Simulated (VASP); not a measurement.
# KI (Pm-3m) in VASP: further runs

The runs below take KI through single point, with r2SCAN.

All numbers are computed with VASP 6.6.1; they aren't measurements. Logs are shortened: lines on timing, memory, paths and dates and some standing lists are left out, and cuts for length are marked.

### Step 1. The structure

Symmetry: Pm-3m, No. 221, cubic system. The conventional cell has a = 4.291 Å, b = 4.291 Å, c = 4.291 Å, α = 90.00°, β = 90.00°, γ = 90.00°. I (site symmetry m-3m) is surrounded by 8 K at 3.72 Å. K (site symmetry m-3m) is surrounded by 8 I at 3.72 Å.

Measurements of this composition are mostly on another form, of space group No. 225.

### Step 2. Single point, r2SCAN

INCAR

```
SYSTEM = KI
ADDGRID = .False.
ALGO = Normal
EDIFF = 1E-6
ENCUT = 550
ISIF = 2
ISMEAR = 0
LASPH = .True.
LCHARG = .False.
LMIXTAU = .True.
LREAL = .False.
LWAVE = .False.
METAGGA = R2SCAN
NBANDS = 15
NELM = 100
PREC = Accurate
SIGMA = 0.05
```

KPOINTS

```
k-points
0
Gamma
  5 5 5
  0 0 0
```

POSCAR

```
KI
1.0
    4.2911966600      0.0000000000      0.0000000000
    0.0000000000      4.2911966600      0.0000000000
    0.0000000000      0.0000000000      4.2911966600
I K
1 1
Direct
    0.5000000000      0.5000000000      0.5000000000
    0.0000000000      0.0000000000      0.0000000000
```

Potentials or basis: VASP PAW PBE potentials, release 64 (I, K_sv).

On the command line:

```
> cat potpaw_PBE.64/I/POTCAR potpaw_PBE.64/K_sv/POTCAR > POTCAR
> mpirun -np 1 vasp_std > vasp.out
```

OUTCAR:

```text
SYSTEM = KI
   EDIFF = 1E-6
   ENCUT = 550
   ISIF = 2
   ISMEAR = 0
   LASPH = .True.
   LREAL = .False.
   METAGGA = R2SCAN
   NELM = 100
   PREC = Accurate

 Found     10 irreducible k-points:

 Following reciprocal coordinates:
            Coordinates               Weight
  0.000000  0.000000  0.000000      1.000000
  0.200000  0.000000  0.000000      6.000000
  0.400000  0.000000  0.000000      6.000000
  0.200000  0.200000  0.000000     12.000000
  0.400000  0.200000  0.000000     24.000000
  0.400000  0.400000  0.000000     12.000000
   k-points           NKPTS =     10   k-points in BZ     NKDIM =     10   number of bands    NBANDS=     15
   number of dos      NEDOS =    301   number of ions     NIONS =      2
   total plane-waves  NPLWV =  46656
   dimension x,y,z NGX =    36 NGY =   36 NGZ =   36
   dimension x,y,z NGXF=    72 NGYF=   72 NGZF=   72
   ions per type =               1   1
   NGX,Y,Z   is equivalent  to a cutoff of  13.95, 13.95, 13.95 a.u.
   NGXF,Y,Z  is equivalent  to a cutoff of  27.89, 27.89, 27.89 a.u.
 SYSTEM =  KI
   PREC   = accura    normal or accurate (medium, high low for compatibility)
   ISTART =      0    job   : 0-new  1-cont  2-samecut
   ICHARG =      2    charge: 1-file 2-atom 10-const
   ISPIN  =      1    spin polarized calculation?
   LNONCOLLINEAR =      F non collinear calculations
   LSORBIT =      F    spin-orbit coupling
   LASPH  =      T    aspherical Exc in radial PAW
   ENCUT  =  550.0 eV  40.42 Ry    6.36 a.u.   8.21  8.21  8.21*2*pi/ulx,y,z
   NELM   =    100;   NELMIN=  2; NELMDL= -5     # of ELM steps
   EDIFF  = 0.1E-05   stopping-criterion for ELM
   LREAL  =      F    real-space projection
   EDIFFG = 0.1E-04   stopping-criterion for IOM
   NSW    =      0    number of steps for IOM
   IBRION =     -1    ionic relax: 0-MD 1-quasi-New 2-CG
   NFREE  =      0    steps in history (QN), initial steepest desc. (CG)
   ISIF   =      2    stress and relaxation
   ISYM   =      2    0-nonsym 1-usesym 2-fastsym
   POTIM  = 0.5000    time-step for ionic-motion
   TEBEG  =    0.0;   TEEND  =   0.0 temperature during run
   PSTRESS=    0.0 pullay stress
   NELECT =      16.0000    total number of electrons
   NUPDOWN=      -1.0000    fix difference up-down
   EMIN   =  10.00;   EMAX   =-10.00  energy-range for DOS
   EFERMI =   0.00;   METHOD = LEGACY
   ISMEAR =     0;   SIGMA  =   0.05  broadening in eV -4-tet -1-fermi 0-gaus
   EFERMI_NEDOS =   21; number of points for ismear=-14 and -15
   IALGO  =     38    algorithm
   IMIX   =      4    mixing-type and parameters
     AMIX     =   0.40;   BMIX     =  1.00
     AMIX_MAG =   1.60;   BMIX_MAG =  1.00
  volume/ion in A,a.u.               =      39.51       266.63
  Fermi-wavevector in a.u.,A,eV,Ry     =   0.961324  1.816639 12.573738  0.924144
  Thomas-Fermi vector in A             =   2.090686
   LORBIT       =      0    0 simple, 1 ext, 2 COOP (PROOUT), +10 PAW based schemes
   METAGGA = R2SCAN    functional components
   LHFCALC =     F    Hartree Fock is set to
   AEXX    =    0.0000 exact exchange contribution
   IVDW    =     0    specifies the selected vdW correction
   LEPSILON=     F    determine dielectric tensor
   LRPA    =     F    only Hartree local field effects (RPA)
 non-spin polarized calculation
 Gauss-broadening in eV      SIGMA  =   0.05
  energy-cutoff  :      550.00
  volume of cell :       79.02
 maximum number of plane-waves:      2338
 NGX is ok and might be reduce to    36
   NGX = 17   NGY = 17   NGZ = 17

 number of electron      16.0000001 magnetization

 Free energy of the ion-electron system (eV)
  ---------------------------------------------------
  ext. energy  EPLUGINS =         0.00000000
  ---------------------------------------------------
  free energy    TOTEN  =       -33.86382525 eV

  energy without entropy =      -33.86382525  energy(sigma->0) =      -33.86382525

 E-fermi :   0.8361     XC(G=0):  -8.0462

 val. band max:        0.5217053067   @ k =   0.4000   0.4000   0.0000
 cond. band min:       4.6186902624   @ k =   0.0000   0.0000   0.0000
 fundamental gap:      4.0969849557
 Fermi energy:         0.8361316383

 k-point     1 :       0.0000    0.0000    0.0000
  band No.  band energies     occupation
      1     -30.0129      2.00000
      2     -12.6946      2.00000
      3     -12.6946      2.00000
      4     -12.6946      2.00000
      5     -10.9113      2.00000
      6       0.2098      2.00000
      7       0.2098      2.00000
      8       0.2098      2.00000
      9       4.6187      0.00000
     10       5.8333      0.00000
     11       5.8333      0.00000
     12       9.6759      0.00000
     13       9.6759      0.00000
     14       9.6759      0.00000
     15      11.7432      0.00000

 k-point     2 :       0.2000    0.0000    0.0000
  band No.  band energies     occupation
      1     -30.0113      2.00000
      2     -12.7535      2.00000
      3     -12.6907      2.00000
      4     -12.6907      2.00000
      5     -10.8017      2.00000
      6      -0.6204      2.00000
      7       0.2378      2.00000
      8       0.2378      2.00000
      9       5.3519      0.00000
     10       6.1280      0.00000
     11       6.8017      0.00000
     12       9.5540      0.00000
     13       9.5540      0.00000
     14       9.8472      0.00000
     15      10.4625      0.00000

 k-point     3 :       0.4000    0.0000    0.0000
  band No.  band energies     occupation
      1     -30.0088      2.00000
      2     -12.8407      2.00000
      3     -12.6844      2.00000
      4     -12.6844      2.00000
      5     -10.6246      2.00000
      6      -1.5861      2.00000
      7       0.2835      2.00000
      8       0.2835      2.00000
      9       6.4574      0.00000
     10       6.9546      0.00000
     11       8.2269      0.00000
     12       8.6808      0.00000
     13       9.6549      0.00000
     14       9.6549      0.00000
     15      10.1985      0.00000

 k-point     4 :       0.2000    0.2000    0.0000
  band No.  band energies     occupation
      1     -30.0098      2.00000
      2     -12.7576      2.00000
      3     -12.7222      2.00000
      4     -12.6872      2.00000
      5     -10.7245      2.00000
      6      -0.6367      2.00000
      7      -0.3861      2.00000
      8       0.2875      2.00000
      9       5.9365      0.00000
     10       6.5896      0.00000
     11       7.2287      0.00000
     12       8.9441      0.00000
     13       9.2534      0.00000
     14      10.2919      0.00000
     15      10.5133      0.00000

 k-point     5 :       0.4000    0.2000    0.0000
  band No.  band energies     occupation
      1     -30.0074      2.00000
      2     -12.8160      2.00000
      3     -12.7177      2.00000
      4     -12.6815      2.00000
      5     -10.5974      2.00000
      6      -1.4215      2.00000
      7      -0.3279      2.00000
      8       0.3706      2.00000
      9       6.4974      0.00000
     10       6.8183      0.00000
     11       8.2064      0.00000
     12       8.7132      0.00000
     13       9.1612      0.00000
     14       9.3878      0.00000
     15      10.1137      0.00000

 k-point     6 :       0.4000    0.4000    0.0000
  band No.  band energies     occupation
      1     -30.0050      2.00000
      2     -12.7794      2.00000
      3     -12.7670      2.00000
      4     -12.6768      2.00000
      5     -10.5512      2.00000
      6      -1.1541      2.00000
      7      -1.0719      2.00000
      8       0.5217      2.00000
      9       5.3830      0.00000
     10       6.9567      0.00000
     11       8.1101      0.00000
     12       8.3372      0.00000
     13       9.5902      0.00000
     14       9.6153      0.00000
     15      11.1503      0.00000

 [... further k-points ...]

------------------------ aborting loop because EDIFF is reached ----------------------------------------

  FORCE on cell =-STRESS in cart. coord.  units (eV):
  Direction    XX          YY          ZZ          XY          YZ          ZX
  --------------------------------------------------------------------------------------
  -------------------------------------------------------------------------------------
  Total        0.0320294      0.0320294      0.0320294     -0.0000000      0.0000000      0.0000000
  in kB        0.6494168      0.6494168      0.6494168     -0.0000000      0.0000000      0.0000000
  external PRESSURE =       0.6494168 kB  Pullay stress =       0.0000000 kB

 VOLUME and BASIS-vectors are now :
 -----------------------------------------------------------------------------
  energy-cutoff  :      550.00
  volume of cell :       79.02
      direct lattice vectors                 reciprocal lattice vectors
     4.291196660  0.000000000  0.000000000     0.233035230  0.000000000  0.000000000
     0.000000000  4.291196660  0.000000000     0.000000000  0.233035230  0.000000000
     0.000000000  0.000000000  4.291196660     0.000000000  0.000000000  0.233035230

 POSITION                                       TOTAL-FORCE (eV/Angst)
 -----------------------------------------------------------------------------------
      2.14560      2.14560      2.14560         0.000000      0.000000      0.000000
      0.00000      0.00000      0.00000         0.000000      0.000000      0.000000
 -----------------------------------------------------------------------------------
    total drift:                                0.000000      0.000000      0.000000

  FREE ENERGIE OF THE ION-ELECTRON SYSTEM (eV)
  ---------------------------------------------------
  free  energy   TOTEN  =       -33.8638252486 eV

  energy  without entropy=      -33.8638252486  energy(sigma->0) =      -33.86382525
```

Wall time 45 s (1 thread of Intel Xeon Platinum 8259CL at 2.50GHz (Skylake/Cascade Lake), shared host); peak memory 0.22 GiB.

The run converged, but some of its settings lie outside the range that counts as converged, so its numbers aren't taken as properties of the crystal.

Results:

- Free energy: -33.8638 eV
- Pressure: 0.1 GPa
- Band gap on the k mesh: 4.10 eV, indirect (least direct gap 4.41 eV)

Caveat: the PAW data sets were made with another functional, which shifts forces and pressure a little; spin-orbit coupling is left out, which moves the levels of the heavy elements; an odd mesh through Γ misses points on the zone boundary, where band edges often lie.

### Step 3. Single point, r2SCAN

INCAR is that of step 2.

KPOINTS is that of step 2.

POSCAR

```
KI
1.0
    4.2911966600      0.0000000000      0.0000000000
    0.0000000000      4.2911966600      0.0000000000
    0.0000000000      0.0000000000      4.2911966600
I K
1 1
Direct
    0.5065330000      0.4906340000      0.4946390000
   -0.0062690000      0.0032140000     -0.0010130000
```

Potentials or basis: VASP PAW PBE potentials, release 64 (I, K_sv).

On the command line:

```
> cat potpaw_PBE.64/I/POTCAR potpaw_PBE.64/K_sv/POTCAR > POTCAR
> mpirun -np 1 vasp_std > vasp.out
```

It took 3.4 min on 1 thread of Intel Xeon Platinum 8259CL at 2.50GHz (Skylake/Cascade Lake), shared host; peak memory 0.27 GiB.

These settings aren't checked as converged: the numbers below hold their error.

Results:

- Free energy: -33.8619 eV
- Pressure: 0.1 GPa
- Largest force: 0.051 eV/Å
- Band gap on the k mesh: 4.10 eV, indirect (least direct gap 4.41 eV)

Caveat: the PAW data sets were made with another functional, which shifts forces and pressure a little; spin-orbit coupling is left out, which moves the levels of the heavy elements; an odd mesh through Γ misses points on the zone boundary, where band edges often lie.

### Step 4. The reference run

An earlier run on the cell as given: functional PBE; potentials or basis VASP PAW PBE potentials, release 64 (I, K_sv); cutoff 520 eV; k mesh 6 × 6 × 6; occupations fermi-dirac, width 0.05 eV; no spin polarisation.

- Pressure: 0.5 GPa
- Band gap on the k mesh: 3.33 eV, indirect (least direct gap 3.69 eV)
